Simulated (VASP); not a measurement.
# Be (Im-3m) in VASP: further runs

One crystal, Be, is run at these levels: revPBE; tasks: single point.

Everything below comes from runs of VASP 6.6.1. Logs are shortened: lines on timing, memory, paths and dates and some standing lists are left out, and cuts for length are marked.

## (1) Starting point

Symmetry: Im-3m, No. 229, cubic system. Conventional cell: a = 2.520 Å, b = 2.520 Å, c = 2.520 Å, α = 90.00°, β = 90.00°, γ = 90.00°. Around Be (site symmetry m-3m) lie 8 Be at 2.18 Å.

This isn't the form of Be at room conditions, which is hcp.

## (2) Single point, revPBE

Contents of INCAR:

```
  ALGO = Normal
  EDIFF = 1E-6
  ENCUT = 520
  GGA = RE
  ISIF = 2
  ISMEAR = -1
  LASPH = True
  LCHARG = False
  LREAL = False
  LWAVE = False
  NBANDS = 7
  NELM = 100
  PREC = Accurate
  SIGMA = 0.1
```

Contents of KPOINTS:

```
k-points
0
Gamma
  29 29 29
```

Contents of POSCAR:

```
Be
1.0
   -1.2600271672      1.2600271672      1.2600271672
    1.2600271672     -1.2600271672      1.2600271672
    1.2600271672      1.2600271672     -1.2600271672
Be
1
Direct
    0.0000000000      0.0000000000      0.0000000000
```

Potentials or basis: VASP PAW PBE potentials, release 64 (Be).

The run is started by

```console
> cat potpaw_PBE.64/Be/POTCAR > POTCAR
> mpirun -np 1 vasp_std > vasp.out
```

OUTCAR:

```text
EDIFF = 1E-6
   ENCUT = 520
   GGA = RE
   ISIF = 2
   ISMEAR = -1
   LASPH = True
   LREAL = False
   NELM = 100
   PREC = Accurate

 ion  position               nearest neighbor table
   1  0.000  0.000  0.000-

  LATTYP: Found a body centered cubic cell.
 ALAT       =     2.5200543344

  Lattice vectors:

 A1 = (  -1.2600271672,   1.2600271672,   1.2600271672)
 A2 = (   1.2600271672,  -1.2600271672,   1.2600271672)
 A3 = (   1.2600271672,   1.2600271672,  -1.2600271672)

Analysis of symmetry for initial positions (statically):
=====================================================================
 Subroutine PRICEL returns:
 Original cell was already a primitive cell.

 Routine SETGRP: Setting up the symmetry group for a
 body centered cubic supercell.

 Subroutine GETGRP returns: Found 48 space group operations
 (whereof 48 operations were pure point group operations)
 out of a pool of 48 trial point group operations.

The static configuration has the point symmetry O_h .

Analysis of symmetry for dynamics (positions and initial velocities):
=====================================================================
 Subroutine PRICEL returns:
 Original cell was already a primitive cell.

 Routine SETGRP: Setting up the symmetry group for a
 body centered cubic supercell.

 Subroutine GETGRP returns: Found 48 space group operations
 (whereof 48 operations were pure point group operations)
 out of a pool of 48 trial point group operations.

The dynamic configuration has the point symmetry O_h .

 Subroutine INISYM returns: Found 48 space group operations
 (whereof 48 operations are pure point group operations),
 and found     1 'primitive' translations

----------------------------------------------------------------------------------------

                                     Primitive cell

  volume of cell :       8.0020

  direct lattice vectors                    reciprocal lattice vectors
    -1.260027167  1.260027167  1.260027167     0.000000000  0.396816841  0.396816841
     1.260027167 -1.260027167  1.260027167     0.396816841  0.000000000  0.396816841
     1.260027167  1.260027167 -1.260027167     0.396816841  0.396816841  0.000000000

  length of vectors
     2.182431073  2.182431073  2.182431073     0.561183758  0.561183758  0.561183758

  position of ions in fractional coordinates (direct lattice)
     0.000000000  0.000000000  0.000000000

  ion indices of the primitive-cell ions
   primitive index   ion index
                 1           1

----------------------------------------------------------------------------------------

 KPOINTS: k-points

Automatic generation of k-mesh.
 Grid dimensions read from file:
 generate k-points for:   29   29   29

 Generating k-lattice:

  Cartesian coordinates                     Fractional coordinates (reciprocal lattice)
     0.000000000  0.013683339  0.013683339     0.034482759  0.000000000  0.000000000
     0.013683339  0.000000000  0.013683339     0.000000000  0.034482759  0.000000000
     0.013683339  0.013683339  0.000000000     0.000000000  0.000000000  0.034482759

  Length of vectors
     0.019351164  0.019351164  0.019351164

  Shift w.r.t. Gamma in fractional coordinates (k-lattice)
     0.000000000  0.000000000  0.000000000

 Subroutine IBZKPT returns following result:
 ===========================================

 Found    680 irreducible k-points:

 Following reciprocal coordinates:
            Coordinates               Weight
  0.000000  0.000000  0.000000      1.000000
  0.034483  0.000000  0.000000     12.000000
  0.068966  0.000000  0.000000     12.000000
  0.103448  0.000000  0.000000     12.000000
  0.137931  0.000000  0.000000     12.000000
  0.172414  0.000000  0.000000     12.000000
[... 16 lines left out ...]
  0.275862  0.034483  0.000000     48.000000
  0.310345  0.034483  0.000000     48.000000
 [... further k-points ...]
   k-points           NKPTS =    680   k-points in BZ     NKDIM =    680   number of bands    NBANDS=      7
   number of dos      NEDOS =    301   number of ions     NIONS =      1
   total plane-waves  NPLWV =   4096
   dimension x,y,z NGX =    16 NGY =   16 NGZ =   16
   dimension x,y,z NGXF=    32 NGYF=   32 NGZF=   32
   ions per type =               1
   NGX,Y,Z   is equivalent  to a cutoff of  12.19, 12.19, 12.19 a.u.
   NGXF,Y,Z  is equivalent  to a cutoff of  24.38, 24.38, 24.38 a.u.
 SYSTEM =  unknown system
   PREC   = accura    normal or accurate (medium, high low for compatibility)
   ISTART =      0    job   : 0-new  1-cont  2-samecut
   ICHARG =      2    charge: 1-file 2-atom 10-const
   ISPIN  =      1    spin polarized calculation?
   LNONCOLLINEAR =      F non collinear calculations
   LSORBIT =      F    spin-orbit coupling
   LASPH  =      T    aspherical Exc in radial PAW
   ENCUT  =  520.0 eV  38.22 Ry    6.18 a.u.   4.06  4.06  4.06*2*pi/ulx,y,z
   NELM   =    100;   NELMIN=  2; NELMDL= -5     # of ELM steps
   EDIFF  = 0.1E-05   stopping-criterion for ELM
   LREAL  =      F    real-space projection
   EDIFFG = 0.1E-04   stopping-criterion for IOM
   NSW    =      0    number of steps for IOM
   IBRION =     -1    ionic relax: 0-MD 1-quasi-New 2-CG
   NFREE  =      0    steps in history (QN), initial steepest desc. (CG)
   ISIF   =      2    stress and relaxation
   ISYM   =      2    0-nonsym 1-usesym 2-fastsym
   POTIM  = 0.5000    time-step for ionic-motion
   TEBEG  =    0.0;   TEEND  =   0.0 temperature during run
   PSTRESS=    0.0 pullay stress
   NELECT =       2.0000    total number of electrons
   NUPDOWN=      -1.0000    fix difference up-down
   EMIN   =  10.00;   EMAX   =-10.00  energy-range for DOS
   EFERMI =   0.00;   METHOD = LEGACY
   ISMEAR =    -1;   SIGMA  =   0.10  broadening in eV -4-tet -1-fermi 0-gaus
   EFERMI_NEDOS =   21; number of points for ismear=-14 and -15
   IALGO  =     38    algorithm
   IMIX   =      4    mixing-type and parameters
     AMIX     =   0.40;   BMIX     =  1.00
     AMIX_MAG =   1.60;   BMIX_MAG =  1.00
  volume/ion in A,a.u.               =       8.00        54.00
  Fermi-wavevector in a.u.,A,eV,Ry     =   1.031221  1.948724 14.468653  1.063416
  Thomas-Fermi vector in A             =   2.165358
   LORBIT       =      0    0 simple, 1 ext, 2 COOP (PROOUT), +10 PAW based schemes
[... 37 lines left out ...]
      6      38.1531      0.00000
      7      38.1531      0.00000

 k-point     2 :       0.0345    0.0000    0.0000
  band No.  band energies     occupation
      1      -4.2799      2.00000
      2      26.9252      0.00000
      3      26.9563      0.00000
      4      27.0831      0.00000
      5      37.5605      0.00000
      6      37.5873      0.00000
      7      38.4379      0.00000

 k-point     3 :       0.0690    0.0000    0.0000
  band No.  band energies     occupation
      1      -4.1547      2.00000
      2      26.2904      0.00000
      3      26.4769      0.00000
      4      26.9358      0.00000
      5      36.1587      0.00000
      6      36.4123      0.00000
      7      39.2426      0.00000

 k-point     4 :       0.1034    0.0000    0.0000
  band No.  band energies     occupation
      1      -3.9460      2.00000
      2      25.2215      0.00000
      3      25.8022      0.00000
      4      26.6964      0.00000
      5      34.8565      0.00000
      6      35.1936      0.00000
      7      38.7465      0.00000

 k-point     5 :       0.1379    0.0000    0.0000
  band No.  band energies     occupation
      1      -3.6538      2.00000
      2      23.7749      0.00000
      3      25.0335      0.00000
      4      26.3764      0.00000
      5      33.9390      0.00000
      6      34.0252      0.00000
      7      38.4382      0.00000

 k-point     6 :       0.1724    0.0000    0.0000
  band No.  band energies     occupation
      1      -3.2782      2.00000
      2      22.0701      0.00000
      3      24.2422      0.00000
      4      25.9945      0.00000
      5      32.9419      0.00000
      6      33.3683      0.00000
      7      38.3576      0.00000

 k-point     7 :       0.2069    0.0000    0.0000
  band No.  band energies     occupation
      1      -2.8197      2.00000
      2      20.2324      0.00000
      3      23.4736      0.00000
      4      25.5742      0.00000
      5      31.9568      0.00000
      6      33.0549      0.00000
      7      38.4890      0.00000

 k-point     8 :       0.2414    0.0000    0.0000
  band No.  band energies     occupation
      1      -2.2794      2.00000
      2      18.3558      0.00000
      3      22.7560      0.00000
      4      25.1404      0.00000
      5      31.0757      0.00000
      6      32.9233      0.00000
      7      38.8116      0.00000

 k-point     9 :       0.2759    0.0000    0.0000
  band No.  band energies     occupation
      1      -1.6597      2.00000
      2      16.5018      0.00000
      3      22.1067      0.00000
      4      24.7166      0.00000
      5      30.3018      0.00000
      6      32.9204      0.00000
      7      39.3021      0.00000

 k-point    10 :       0.3103    0.0000    0.0000
  band No.  band energies     occupation
      1      -0.9651      2.00000
      2      14.7115      0.00000
      3      21.5371      0.00000
      4      24.3224      0.00000
      5      29.6367      0.00000
      6      33.0070      0.00000
      7      39.9362      0.00000

 k-point    11 :       0.3448    0.0000    0.0000
  band No.  band energies     occupation
      1      -0.2046      2.00000
      2      13.0160      0.00000
      3      21.0546      0.00000
      4      23.9738      0.00000
      5      29.0814      0.00000
      6      33.1511      0.00000
      7      40.6867      0.00000
[... 51 lines left out ...]
 k-point    17 :       0.0690    0.0345   -0.0000
  band No.  band energies     occupation
      1      -4.0295      2.00000
      2      25.7059      0.00000
      3      26.0729      0.00000
      4      26.6960      0.00000
      5      35.3042      0.00000
      6      35.6498      0.00000
      7      38.6734      0.00000

 k-point    18 :       0.1034    0.0345    0.0000
  band No.  band energies     occupation
      1      -3.7790      2.00000
      2      24.5117      0.00000
      3      25.2811      0.00000
      4      26.3841      0.00000
      5      34.2612      0.00000
      6      34.5922      0.00000
      7      38.4688      0.00000

 k-point    19 :       0.1379    0.0345    0.0000
  band No.  band energies     occupation
      1      -3.4450      2.00000
      2      22.9472      0.00000
      3      24.4750      0.00000
      4      25.9982      0.00000
      5      33.5491      0.00000
      6      33.6082      0.00000
      7      38.3560      0.00000

 k-point    20 :       0.1724    0.0345    0.0000
  band No.  band energies     occupation
      1      -3.0278      2.00000
      2      21.1710      0.00000
      3      23.6891      0.00000
      4      25.5600      0.00000
      5      32.6549      0.00000
      6      33.1635      0.00000
      7      38.4099      0.00000

 k-point    21 :       0.2069    0.0345    0.0000
  band No.  band energies     occupation
      1      -2.5280      2.00000
      2      19.3075      0.00000
      3      22.9476      0.00000
      4      25.0964      0.00000
      5      31.8045      0.00000
      6      32.9639      0.00000
      7      38.6467      0.00000

 k-point    22 :       0.2414    0.0345    0.0000
  band No.  band energies     occupation
      1      -1.9474      2.00000
      2      17.4373      0.00000
      3      22.2684      0.00000
      4      24.6339      0.00000
      5      31.0414      0.00000
      6      32.9142      0.00000
      7      39.0555      0.00000

 k-point    23 :       0.2759    0.0345    0.0000
  band No.  band energies     occupation
      1      -1.2892      2.00000
      2      15.6114      0.00000
      3      21.6638      0.00000
      4      24.1954      0.00000
      5      30.3718      0.00000
      6      32.9715      0.00000
      7      39.6160      0.00000

 k-point    24 :       0.3103    0.0345    0.0000
  band No.  band energies     occupation
      1      -0.5596      2.00000
      2      13.8648      0.00000
      3      21.1423      0.00000
      4      23.7993      0.00000
      5      29.7999      0.00000
      6      33.1016      0.00000
      7      40.3043      0.00000

 [... further k-points ...]
[... 5 lines left out ...]
  --------------------------------------------------------------------------------------
  -------------------------------------------------------------------------------------
  Total       -0.0010602     -0.0010602     -0.0010602      0.0000000      0.0000000      0.0000000
  in kB       -0.2122727     -0.2122727     -0.2122727      0.0000000      0.0000000      0.0000000
  external PRESSURE =      -0.2122727 kB  Pullay stress =       0.0000000 kB

 VOLUME and BASIS-vectors are now :
 -----------------------------------------------------------------------------
  energy-cutoff  :      520.00
  volume of cell :        8.00
      direct lattice vectors                 reciprocal lattice vectors
    -1.260027167  1.260027167  1.260027167     0.000000000  0.396816841  0.396816841
     1.260027167 -1.260027167  1.260027167     0.396816841  0.000000000  0.396816841
     1.260027167  1.260027167 -1.260027167     0.396816841  0.396816841  0.000000000

 POSITION                                       TOTAL-FORCE (eV/Angst)
 -----------------------------------------------------------------------------------
      0.00000      0.00000      0.00000         0.000000     -0.000000     -0.000000
 -----------------------------------------------------------------------------------
    total drift:                               -0.000000     -0.000000      0.000000

  FREE ENERGIE OF THE ION-ELECTRON SYSTEM (eV)
  ---------------------------------------------------
  free  energy   TOTEN  =        -3.4576897729 eV

  energy  without entropy=       -3.4522984364  energy(sigma->0) =       -3.45499410
```

Wall time 11 s (1 thread of Intel Xeon Platinum 8259CL at 2.50GHz (Skylake/Cascade Lake), shared host); peak memory 0.13 GiB.

Results:

* Free energy: -3.4577 eV
* Pressure: 0.0 GPa
* Band gap on the k mesh: none (metal or under the smearing width)

Caveat: the PAW data sets were made with another functional, which shifts forces and pressure a little.

## (3) Single point, revPBE

This run uses another cell than the first one, of 8.32 Å³/atom, 1.040 times its volume.

Contents of INCAR:

```
SYSTEM = Be
ALGO = Normal ; EDIFF = 1E-6
ENCUT = 520 ; GGA = RE
ISIF = 2 ; ISMEAR = -1
LASPH = .TRUE. ; LCHARG = .FALSE.
LREAL = .FALSE. ; LWAVE = .FALSE.
NBANDS = 7 ; NELM = 80
PREC = Accurate ; SIGMA = 0.1
```

Contents of KPOINTS:

```
k-points
0
G
  20 20 20
  0 0 0
```

Contents of POSCAR:

```
Be
1.0
   -1.2766083735      1.2766083735      1.2766083735
    1.2766083735     -1.2766083735      1.2766083735
    1.2766083735      1.2766083735     -1.2766083735
Be
1
Direct
    0.0000000000      0.0000000000      0.0000000000
```

Potentials or basis: VASP PAW PBE potentials, release 64 (Be).

The run is started by

```console
> cat potpaw_PBE.64/Be/POTCAR > POTCAR
> mpirun -np 1 vasp_std > vasp.out
```

Run time: 4.7 s. Hardware: 1 thread of Intel Xeon Platinum 8259CL at 2.50GHz (Skylake/Cascade Lake), shared host; peak memory 0.11 GiB.

The run converged. Its results:

```
Free energy            : -3.4542 eV
Pressure               : -4.4 GPa
Band gap on the k mesh : none (metal or under the smearing width)
```

Levels at points of the mesh, in eV from the Fermi level:
```
           k point  band 1  band 2  band 3  band 4  band 5  band 6
(0.00, 0.00, 0.00)  -11.93   18.68   18.68   18.68   29.56   29.56
(0.50, 0.00, 0.00)   -4.97    0.20   11.84   14.93   19.64   25.07
(0.50, 0.50, 0.50)    3.87    3.87    3.87    9.48    9.48   17.21
```

Caveat: the PAW data sets were made with another functional, which shifts forces and pressure a little.

## (4) Single point, revPBE

This run uses another cell than the first one, of 7.04 Å³/atom, 0.880 times its volume.

Contents of INCAR:

```
  ALGO = Normal
  EDIFF = 1E-7
  ENCUT = 520
  GGA = RE
  ISIF = 2
  ISMEAR = -1
  LASPH = T
  LCHARG = T
  LELF = T
  LREAL = F
  LVHAR = T
  LWAVE = F
  NBANDS = 7
  NELM = 60
  PREC = Accurate
  SIGMA = 0.1
```

Contents of KPOINTS:

```
k-points
0
Gamma
  20 20 20
```

Contents of POSCAR:

```
Be
1.0
   -1.2074638378      1.2074638378      1.2074638378
    1.2074638378     -1.2074638378      1.2074638378
    1.2074638378      1.2074638378     -1.2074638378
Be
1
Direct
    0.0000000000      0.0000000000      0.0000000000
```

The run is started by

```console
> cat potpaw_PBE.64/Be/POTCAR > POTCAR
> mpirun -np 1 vasp_std > vasp.out
```

Run time: 5.3 s. Hardware: 1 thread of Intel Xeon Platinum 8259CL at 2.50GHz (Skylake/Cascade Lake), shared host; peak memory 0.11 GiB.

The run converged. Its results:

- Free energy: -3.4079 eV
- Pressure: 18.7 GPa
- Band gap on the k mesh: none (metal or under the smearing width)

Levels at points of the mesh, in eV from the Fermi level:
```csv
k point,band 1,band 2,band 3,band 4
"(0.00, 0.00, 0.00)",-12.94,21.40,21.40,21.40
"(0.50, 0.00, 0.00)",-5.65,0.70,13.52,16.91
"(0.50, 0.50, 0.50)",4.40,4.40,4.40,10.30
```

Caveat: so large a pressure means that the cell lies far from this level's equilibrium, or that cutoff or potentials fall short; the potentials were made for another functional, which shifts forces and pressure.

## (5) Single point, revPBE

Contents of INCAR:

```
PREC = Accurate ; ENCUT = 520
EDIFF = 1E-6 ; ISMEAR = -1
SIGMA = 0.1 ; LREAL = False
LASPH = True ; NELM = 100
ALGO = Normal ; ISIF = 2
LWAVE = False ; LCHARG = True
GGA = RE ; LELF = True
LVHAR = True ; NBANDS = 7
```

Contents of KPOINTS:

```
regular mesh
0
Gamma
  20 20 20
```

Contents of POSCAR:

```
Be
1.0
   -1.2600271672      1.2600271672      1.2600271672
    1.2600271672     -1.2600271672      1.2600271672
    1.2600271672      1.2600271672     -1.2600271672
Be
1
Direct
    0.0000000000      0.0000000000      0.0000000000
```

The run is started by

```console
> cat potpaw_PBE.64/Be/POTCAR > POTCAR
> mpirun -np 1 vasp_std > vasp.out
```

It took 4.9 s on 1 thread of Intel Xeon Platinum 8259CL at 2.50GHz (Skylake/Cascade Lake), shared host; peak memory 0.11 GiB.

Results (log left out):

```yaml
Free_energy: -3.4588 eV
Pressure: -0.1 GPa
Band_gap_on_the_k_mesh: none (metal or under the smearing width)
```

Levels at points of the mesh, in eV from the Fermi level:
| k point | band 1 | band 2 | band 3 | band 4 | band 5 | band 6 |
| --- | --- | --- | --- | --- | --- | --- |
| (0.00, 0.00, 0.00) | -12.17 | 19.28 | 19.28 | 19.28 | 30.30 | 30.30 |
| (0.50, 0.00, 0.00) | -5.13 | 0.30 | 12.21 | 15.37 | 20.11 | 25.86 |
| (0.50, 0.50, 0.50) | 3.98 | 3.98 | 3.98 | 9.66 | 9.66 | 18.03 |

Caveat: the PAW data sets were made with another functional, which shifts forces and pressure a little.

## (6) Overview

| cell | k mesh | gap on the mesh (eV) | pressure (GPa) |
| --- | --- | --- | --- |
| Im-3m, 8.0 Å³/atom | 29 × 29 × 29 | none | 0.0 |
| Im-3m, 8.32 Å³/atom | 20 × 20 × 20 | none | -4.4 |
| Im-3m, 7.04 Å³/atom | 20 × 20 × 20 | none | 18.7 |
| Im-3m, 8.0 Å³/atom | 20 × 20 × 20 | none | -0.1 |

Alike in all rows: task single point; level revPBE; potentials or basis VASP PAW PBE potentials, release 64 (Be); no spin polarisation; cutoff (eV) 520; smearing fermi-dirac 0.1 eV.

Every run on the cell as given and a fine mesh finds a metal.

Caveats: the PAW data sets were made with another functional, which shifts forces and pressure a little (some runs); so large a pressure means that the cell lies far from this level's equilibrium, or that cutoff or potentials fall short (some runs); the potentials were made for another functional, which shifts forces and pressure (some runs).

Total energies depend on the potentials used, so only differences within one code and one set of settings carry meaning.
